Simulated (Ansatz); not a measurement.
# Does disorder add resistance in series? Re(0001) layers with 50 % V

Two lengths of the disordered region are known. What area resistance does the third give?

How it was computed: Ansatz 0.2.0, plane waves with PAW datasets at their recommended cutoffs (420 eV for most), Fermi-Dirac smearing; ballistic transmission by layer matching. The area resistance is RA = A (h/2e²)(1/T − 1/N), with T the zone-mean transmission per spin and N the lead's channels, both averaged over a few energies near the Fermi level; for magnets each spin is taken apart, with h/e², and the two conduct in parallel. Lateral cell 2x2, PBE, a fresh random draw for each length.

Results; the value marked ? is to be predicted:

```tsv
length (Å)	channels N	RA (fΩ m²)
4.46	5.247	0.518
13.4	5.260	0.967
22.3	5.260	?
```

Worked fit:

Ohm's law makes RA linear in the length: the slope is (0.967 − 0.518)/(13.4 − 4.46) = 0.0504 fΩ m² per Å, or 50 µΩ cm. Then 0.967 + 0.0504 × 8.92. Predicted: 1.42 fΩ m².

**The withheld run.**

1.40 fΩ m², so the prediction is 1.5 % too high. The three lengths together give 49 µΩ cm. The two increments are 0.45 and 0.43 fΩ m², roughly as Ohm's law has it, though with one draw for each length that is a weak test.

Caveats: The scatterers repeat sideways with the small cell. The slope is a raw one; a model of isotropic scattering puts it 1.02 times the bulk value over these lengths. Atoms sit unrelaxed on the host's lattice, and the pair may not mix at random in practice. Spin-orbit coupling is left out, which matters for Re.

[Logs are printed without paths, hosts, clocks, repeated set-up lines and the standing remarks that a program may print on its own settings, such as how far it seeks lower states.]
